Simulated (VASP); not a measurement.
# NaCl (Pm-3m) in VASP: relaxation of cell and atoms with LDA

Aim: the relaxation of cell and atoms of NaCl with LDA.

Everything below comes from runs of VASP 6.6.1. Logs are shortened: lines on timing, memory, paths and dates and some standing lists are left out, and cuts for length are marked.

**1. The structure**

It takes space group Pm-3m (No. 221, cubic). The conventional cell has a = 3.506 Å, b = 3.506 Å, c = 3.506 Å, α = 90.00°, β = 90.00°, γ = 90.00°. Na (site symmetry m-3m) is surrounded by 8 Cl at 3.04 Å. Cl (site symmetry m-3m) has 8 Na at 3.04 Å as nearest neighbours.

The cell was built by a generator and needn't be a form met in nature.

**2. Relaxation of cell and atoms, LDA**

Contents of INCAR:

```
PREC = Accurate ; ENCUT = 600
EDIFF = 1E-7 ; ISMEAR = -1
SIGMA = 0.02 ; LREAL = F
LASPH = T ; NELM = 100
ALGO = Fast ; ISIF = 3
LWAVE = F ; LCHARG = F
IBRION = 2 ; NSW = 80
EDIFFG = -0.005
```

Contents of KPOINTS:

```
regular mesh
0
Gamma
  6 6 6
```

Contents of POSCAR:

```
NaCl
1.0
    3.5064772242      0.0000000000      0.0000000000
    0.0000000000      3.5064772242      0.0000000000
    0.0000000000      0.0000000000      3.5064772242
Na Cl
1 1
Direct
    0.0000000000      0.0000000000      0.0000000000
    0.5000000000      0.5000000000      0.5000000000
```

Potentials or basis: VASP PAW LDA potentials, release 64 (Na_pv, Cl).

Run with:

```sh
cat potpaw_LDA.64/Na_pv/POTCAR potpaw_LDA.64/Cl/POTCAR > POTCAR
mpirun -np 1 vasp_std > vasp.out
```

OUTCAR:

```text
PREC = Accurate
   ENCUT = 600
   EDIFF = 1E-7
   ISMEAR = -1
   LREAL = F
   LASPH = T
   NELM = 100
   ISIF = 3
   IBRION = 2
   NSW = 80
   EDIFFG = -0.005

 ion  position               nearest neighbor table
   1  0.000  0.000  0.000-
   2  0.500  0.500  0.500-

  LATTYP: Found a simple cubic cell.
 ALAT       =     3.5064772242

  Lattice vectors:

 A1 = (   3.5064772242,   0.0000000000,   0.0000000000)
 A2 = (   0.0000000000,   3.5064772242,   0.0000000000)
 A3 = (   0.0000000000,   0.0000000000,   3.5064772242)

Analysis of symmetry for initial positions (statically):
=====================================================================
 Subroutine PRICEL returns:
 Original cell was already a primitive cell.

 Routine SETGRP: Setting up the symmetry group for a
 simple cubic supercell.

 Subroutine GETGRP returns: Found 48 space group operations
 (whereof 48 operations were pure point group operations)
 out of a pool of 48 trial point group operations.

The static configuration has the point symmetry O_h .

Analysis of symmetry for dynamics (positions and initial velocities):
=====================================================================
 Subroutine PRICEL returns:
 Original cell was already a primitive cell.

 Routine SETGRP: Setting up the symmetry group for a
 simple cubic supercell.

 Subroutine GETGRP returns: Found 48 space group operations
 (whereof 48 operations were pure point group operations)
 out of a pool of 48 trial point group operations.

The dynamic configuration has the point symmetry O_h .

 Subroutine INISYM returns: Found 48 space group operations
 (whereof 48 operations are pure point group operations),
 and found     1 'primitive' translations

----------------------------------------------------------------------------------------

                                     Primitive cell

  volume of cell :      43.1135

  direct lattice vectors                    reciprocal lattice vectors
     3.506477224  0.000000000  0.000000000     0.285186509  0.000000000  0.000000000
     0.000000000  3.506477224  0.000000000     0.000000000  0.285186509  0.000000000
     0.000000000  0.000000000  3.506477224     0.000000000  0.000000000  0.285186509

  length of vectors
     3.506477224  3.506477224  3.506477224     0.285186509  0.285186509  0.285186509

  position of ions in fractional coordinates (direct lattice)
[... 67 lines left out ...]
   ICHARG =      2    charge: 1-file 2-atom 10-const
   ISPIN  =      1    spin polarized calculation?
   LNONCOLLINEAR =      F non collinear calculations
   LSORBIT =      F    spin-orbit coupling
   LASPH  =      T    aspherical Exc in radial PAW
   ENCUT  =  600.0 eV  44.10 Ry    6.64 a.u.   7.00  7.00  7.00*2*pi/ulx,y,z
   NELM   =    100;   NELMIN=  2; NELMDL= -5     # of ELM steps
   EDIFF  = 0.1E-06   stopping-criterion for ELM
   LREAL  =      F    real-space projection
   EDIFFG = -.5E-02   stopping-criterion for IOM
   NSW    =     80    number of steps for IOM
   IBRION =      2    ionic relax: 0-MD 1-quasi-New 2-CG
   NFREE  =      1    steps in history (QN), initial steepest desc. (CG)
   ISIF   =      3    stress and relaxation
   ISYM   =      2    0-nonsym 1-usesym 2-fastsym
   POTIM  = 0.5000    time-step for ionic-motion
   TEBEG  =    0.0;   TEEND  =   0.0 temperature during run
   PSTRESS=    0.0 pullay stress
   NELECT =      14.0000    total number of electrons
   NUPDOWN=      -1.0000    fix difference up-down
   EMIN   =  10.00;   EMAX   =-10.00  energy-range for DOS
   EFERMI =   0.00;   METHOD = LEGACY
   ISMEAR =    -1;   SIGMA  =   0.02  broadening in eV -4-tet -1-fermi 0-gaus
   EFERMI_NEDOS =   21; number of points for ismear=-14 and -15
   IALGO  =     68    algorithm
   IMIX   =      4    mixing-type and parameters
     AMIX     =   0.40;   BMIX     =  1.00
     AMIX_MAG =   1.60;   BMIX_MAG =  1.00
  volume/ion in A,a.u.               =      21.56       145.47
  Fermi-wavevector in a.u.,A,eV,Ry     =   1.125243  2.126402 17.227327  1.266173
  Thomas-Fermi vector in A             =   2.261919
   LORBIT       =      0    0 simple, 1 ext, 2 COOP (PROOUT), +10 PAW based schemes
   GGA     = CA    functional components
   LHFCALC =     F    Hartree Fock is set to
   AEXX    =    0.0000 exact exchange contribution
   IVDW    =     0    specifies the selected vdW correction
   LEPSILON=     F    determine dielectric tensor
   LRPA    =     F    only Hartree local field effects (RPA)
 conjugate gradient relaxation of ions
 non-spin polarized calculation
 RMM-DIIS sequential band-by-band and
  energy-cutoff  :      600.00
  volume of cell :       43.11
 maximum number of plane-waves:      1472
   NGX = 15   NGY = 15   NGZ = 15

--------------------------------------- Ionic step        1  -------------------------------------------

 number of electron      13.9999993 magnetization

 Free energy of the ion-electron system (eV)
  ---------------------------------------------------
  ext. energy  EPLUGINS =         0.00000000
  ---------------------------------------------------
  free energy    TOTEN  =        -7.06898845 eV

  energy without entropy =       -7.06898845  energy(sigma->0) =       -7.06898845

------------------------ aborting loop because EDIFF is reached ----------------------------------------

  FORCE on cell =-STRESS in cart. coord.  units (eV):
  Direction    XX          YY          ZZ          XY          YZ          ZX
  --------------------------------------------------------------------------------------
  -------------------------------------------------------------------------------------
  Total       -0.8401362     -0.8401362     -0.8401362      0.0000000     -0.0000000      0.0000000
  in kB      -31.2210273    -31.2210273    -31.2210273      0.0000000     -0.0000000      0.0000000
  external PRESSURE =     -31.2210273 kB  Pullay stress =       0.0000000 kB
[... 95 lines left out ...]
--------------------------------------- Ionic step        4  -------------------------------------------

 number of electron      14.0000013 magnetization

 Free energy of the ion-electron system (eV)
  ---------------------------------------------------
  ext. energy  EPLUGINS =         0.00000000
  ---------------------------------------------------
  free energy    TOTEN  =        -7.12266619 eV

  energy without entropy =       -7.12266619  energy(sigma->0) =       -7.12266619

 E-fermi :   1.5823     XC(G=0):  -9.4755

 val. band max:        1.0954023649   @ k =   0.5000   0.5000   0.0000
 cond. band min:       5.1091894235   @ k =   0.0000   0.0000   0.0000
 fundamental gap:      4.0137870586
 Fermi energy:         1.5823387399

 k-point     1 :       0.0000    0.0000    0.0000
  band No.  band energies     occupation
      1     -20.8408      2.00000
      2     -20.8408      2.00000
      3     -20.8408      2.00000
      4     -12.6695      2.00000
      5       0.4807      2.00000
      6       0.4807      2.00000
      7       0.4807      2.00000
      8       5.1092      0.00000
      9       9.2156      0.00000
     10       9.2156      0.00000
     11      17.3346      0.00000
[... 293 lines left out ...]
  FREE ENERGIE OF THE ION-ELECTRON SYSTEM (eV)
  ---------------------------------------------------
  free  energy   TOTEN  =        -7.1226661941 eV

  energy  without entropy=       -7.1226661941  energy(sigma->0) =       -7.12266619

 reached required accuracy - stopping structural energy minimisation
```

OSZICAR:

```text
N       E                     dE             d eps       ncg     rms          rms(c)
DAV:   1     0.103238514614E+03    0.10324E+03   -0.78967E+03   440   0.144E+03
DAV:   2     0.197857274659E+01   -0.10126E+03   -0.94134E+02   505   0.298E+02
DAV:   3    -0.711573008489E+01   -0.90943E+01   -0.90251E+01   520   0.834E+01
[... 45 lines left out ...]
RMM:   5    -0.712266422983E+01    0.88304E-04   -0.25446E-04   499   0.142E-01    0.120E-02
RMM:   6    -0.712266802338E+01   -0.37935E-05   -0.46160E-05   503   0.620E-02    0.182E-02
RMM:   7    -0.712266598718E+01    0.20362E-05   -0.70042E-06   463   0.312E-02    0.204E-03
RMM:   8    -0.712266616455E+01   -0.17737E-06   -0.21385E-06   449   0.149E-02    0.235E-03
RMM:   9    -0.712266619408E+01   -0.29532E-07   -0.35461E-07   376   0.645E-03
   4 F= -.71226662E+01 E0= -.71226662E+01  d E =-.536777E-01
```

It took 16 s on 1 thread of AMD EPYC 9R45 (Zen 5), shared host; peak memory 0.11 GiB.

What came out:

* Free energy: -7.1227 eV
* Relaxed volume: 19.12 Å³/atom
* Relaxed cell: a = 3.369 Å, b = 3.369 Å, c = 3.369 Å, α = 90.00°, β = 90.00°, γ = 90.00°
* Space group after relaxing (to 0.05 Å): Pm-3m (No. 221)
* Energy gained by relaxing: 26.8 meV/atom
* Ionic steps: 4
* Pressure after relaxing: 0.0 GPa
* Band gap on the k mesh: 4.01 eV, indirect (least direct gap 4.63 eV)

Step by step:
| step | energy change (eV) | largest force (eV/Å) | pressure (GPa) | volume (Å³) |
| --- | --- | --- | --- | --- |
| 1 | 0.0000 | 0.0000 | -3.12 | 43.11 |
| 2 | -0.0402 | 0.0000 | -1.74 | 40.55 |
| 3 | -0.0529 | 0.0000 | -0.43 | 38.77 |
| 4 | -0.0537 | 0.0000 | 0.01 | 38.23 |

Final structure:
```yaml
crystal:
  lattice:
    - [3.36875, 0.00000, 0.00000]
    - [0.00000, 3.36875, 0.00000]
    - [0.00000, 0.00000, 3.36875]
  atoms:
    - { symbol: Na, position: [0.00000, 0.00000, 0.00000] }
    - { symbol: Cl, position: [0.50000, 0.50000, 0.50000] }
```

Levels at points of the mesh, in eV from the valence-band top:
| k point | band 3 | band 4 | band 5 | band 6 | band 7 | band 8 | band 9 | band 10 | band 11 |
| --- | --- | --- | --- | --- | --- | --- | --- | --- | --- |
| (0.00, 0.00, 0.00) | -21.94 | -13.76 | -0.61 | -0.61 | -0.61 | 4.01 | 8.12 | 8.12 | 16.24 |
| (0.50, 0.00, 0.00) | -21.93 | -13.25 | -3.62 | -0.33 | -0.33 | 6.92 | 9.05 | 10.24 | 11.87 |
| (0.50, 0.50, 0.00) | -21.92 | -12.90 | -2.78 | -2.78 | 0.00 | 5.14 | 9.83 | 11.41 | 11.41 |
| (0.50, 0.50, 0.50) | -21.98 | -12.52 | -2.29 | -2.29 | -2.29 | 6.75 | 6.75 | 6.75 | 12.19 |

A k mesh can miss the band edges. As with any semilocal functional, this LDA gap is likely too small.
